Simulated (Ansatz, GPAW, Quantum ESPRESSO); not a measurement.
## One calculation of In3Sb, 3 ways

```
Sb In
1.0
     4.83696    0.00000    0.00000
     0.00000    4.83696    0.00000
     0.00000    0.00000    4.83696
Sb In
1 3
Direct
  0.00000 0.00000 0.00000
  0.00000 0.50000 0.50000
  0.50000 0.00000 0.50000
  0.50000 0.50000 0.00000
```

The cell comes from a database or a generator and needn't be the stable form of this composition.

Alike in all runs: task single point; functional PBEsol; k mesh 6 × 6 × 6; occupations fermi-dirac, width 0.05 eV; no spin polarisation; no spin-orbit coupling. A missing gap at this level doesn't show that the real crystal is a metal. Pressure is positive in compression and, in plane waves, holds the error of the finite cutoff.

| program and potentials | plane-wave cutoff (eV) | notes | band gap (eV) | pressure (GPa) |
| --- | --- | --- | --- | --- |
| Quantum ESPRESSO, GBRV 1.5 PBEsol | 762 | - | no gap | -2.73 |
| GPAW, PAW data sets generated for this functional | 600 | - | no gap | -2.87 |
| Ansatz, all-electron LAPW, scalar-relativistic | - | - | no gap | -2.58 |

None finds a gap. The pressure spans -2.87 (GPAW, PAW data sets generated for this functional) to -2.58 GPa (Ansatz, all-electron LAPW, scalar-relativistic), with all-electron results at -2.58.

The functional is the same throughout but for its coding, so the spread measures potentials, basis and numerics; runs on potential files found faulty are left out.
